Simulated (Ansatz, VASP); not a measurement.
This is a calculation of Si for Ansatz 0.2.0.

File input.yaml:

```yaml
crystal:
  lattice:
    - [0.0, 2.7398772164, 2.7398772164]
    - [2.7398772164, 0.0, 2.7398772164]
    - [2.7398772164, 2.7398772164, 0.0]
  atoms:
    - { symbol: Si, position: [0.5, 0.5, 0.5] }
    - { symbol: Si, position: [0.75, 0.75, 0.75] }
hamiltonian:
  xc: rpbe
  pseudopotentials: { kind: paw }
  dispersion: d3bj
kpoints:
  mp_grid: { grid: [8, 8, 8] }
scf:
  occupations: { method: fermi_dirac, width: 0.05 }
output:
  forces: true
  stress: true
  eigenvalues: true
```

Potentials or basis: Ansatz PAW.

Command:

```bash
$ ansatz run input.yaml --threads 2 --pin off --max-ram 5120MiB --backend cpu --events-out ev --progress --plain --runs-dir out
```

Translate it to VASP 6.6.1. Potentials there: VASP PAW PBE potentials, release 64 (Si).

As run (the cutoff follows the program's own potentials):

File INCAR:

```
SYSTEM = Si
PREC     = Accurate       ! precision mode
ENCUT    = 520            ! plane-wave cutoff, eV
EDIFF    = 1E-6           ! SCF threshold, eV
ISMEAR   = -1             ! smearing method
SIGMA    = 0.05           ! smearing width, eV
LREAL    = .FALSE.        ! projectors in reciprocal space
LASPH    = .TRUE.         ! aspherical terms in the spheres
NELM     = 80             ! most SCF steps
ALGO     = Normal         ! electronic algorithm
ISIF     = 2              ! what is computed and relaxed
LWAVE    = .FALSE.        ! write WAVECAR
LCHARG   = .FALSE.        ! write CHGCAR
GGA      = RP             ! functional
IVDW     = 12             ! dispersion correction
NBANDS   = 11             ! bands
```

The input KPOINTS:

```
regular mesh
0
G
  8 8 8
  0 0 0
```

File POSCAR:

```
Si
1.0
    0.0000000000      2.7398772164      2.7398772164
    2.7398772164      0.0000000000      2.7398772164
    2.7398772164      2.7398772164      0.0000000000
Si
2
Direct
    0.5000000000      0.5000000000      0.5000000000
    0.7500000000      0.7500000000      0.7500000000
```

Potentials or basis: VASP PAW PBE potentials, release 64 (Si).

Launch:

```console
$ cat potpaw_PBE.64/Si/POTCAR > POTCAR
$ mpirun -np 1 vasp_std > vasp.out
```

Both were run:

|  | VASP | Ansatz | Ansatz less VASP |
| --- | --- | --- | --- |
| gap on the k mesh at the Fermi level (eV) | 0.72 | 0.72 | +0.001 |
| least direct gap on the mesh (eV) | 2.56 | 2.56 | -0.002 |
| pressure (GPa) | -8.0 | -7.8 | +0.23 |
| dispersion energy (meV/atom) | -1163.7 | -1163.7 | -0.06 |

Caveats: the PAW data sets were made with another functional, which shifts forces and pressure a little (VASP); the PAW data sets come from PBE, with cores solved anew for the run's functional, which leaves a small shift of forces and pressure (Ansatz). RPBE gaps usually lie below the measured ones, often by a third to a half. A k mesh can miss the band edges.
